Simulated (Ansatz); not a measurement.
## A series in volume per atom on TePb

Periodic Kohn-Sham DFT of a crystal at fixed atoms; pressure and stress are positive in compression; the energy is the free energy less that of spherical unpolarised free atoms; site moments are those in the method's own spheres, positive along +z. The results are calculated, by Ansatz 0.2.0.

Cell of the first row (space group Fm-3m, No. 225):
```
TePb
1.0
      0.0000     3.1611     3.1611
      3.1611     0.0000     3.1611
      3.1611     3.1611     0.0000
Te Pb
1 1
Direct
  0.50000 0.50000 0.50000
  0.00000 0.00000 0.00000
```

Settings of every row: method all-electron LAPW; functional PBEsol; relativity scalar; k mesh 10x10x10; filling fermi-dirac; smearing width 0.03 eV; basis error target 0.5 meV/atom; nucleus gaussian.

Atom start moment: 0 on all atoms.

Limits: no spin-orbit coupling on heavy atoms.

| row | volume per atom (Å³) | pressure (GPa) | energy less free atoms (eV/atom) |
| --- | --- | --- | --- |
| 1 | 31.588 | 2.898 | -4.0991 |
| 2 | 32.26 | 1.74 | -4.1088 |
| 3 | 32.932 | 0.704 | -4.1139 |
| 4 | 33.268 | 0.227 | -4.1149 |
| 5 | 33.604 | -0.223 | -4.1149 |
| 6 | 33.941 | -0.649 | -4.1139 |
| 7 | 34.277 | -1.052 | -4.1121 |
| 8 | 34.949 | ? | ? |
| 9 | 35.621 | -2.458 | -4.0972 |

Question: what pressure should row 8 give?

Worked fit of pressure. Take u = (V_r/V)^(2/3) − 1 with V_r = 33.436 Å³ an atom, which is twice the finite (Eulerian) strain; such expansions in the strain, on which the Birch-Murnaghan equation of state is built, carry the rest volume and the bulk modulus. The shown rows have u = 0.03863, 0.02416, 0.01018, 0.00336, -0.00334, -0.00994, -0.01642, -0.04132. Least squares give pressure = −0.0005 + 67.193 × u + 195.21 × u² + 203 × u³ GPa; a parabola predicts inner rows, each left out in turn, worse (root mean square 0.0032 against 0.00044 GPa). All shown rows lie on it to the printed digit. The pressure vanishes at u = 0.0000, or V = 33.44 Å³ an atom, and there the bulk modulus at fixed shape and fractions is B = −V dP/dV = (2/3)(1 + u) dP/du = 44.8 GPa. The withheld row has u = -0.02907, so the fit gives −0.0005 + 67.193 × (-0.02907) + 195.21 × (-0.02907)² + 203 × (-0.02907)³ = -1.794 GPa.

The calculation gave -1.794 GPa. The fit meets it to the printed digit.

The other values of row 8: energy less free atoms -4.1061 eV/atom.
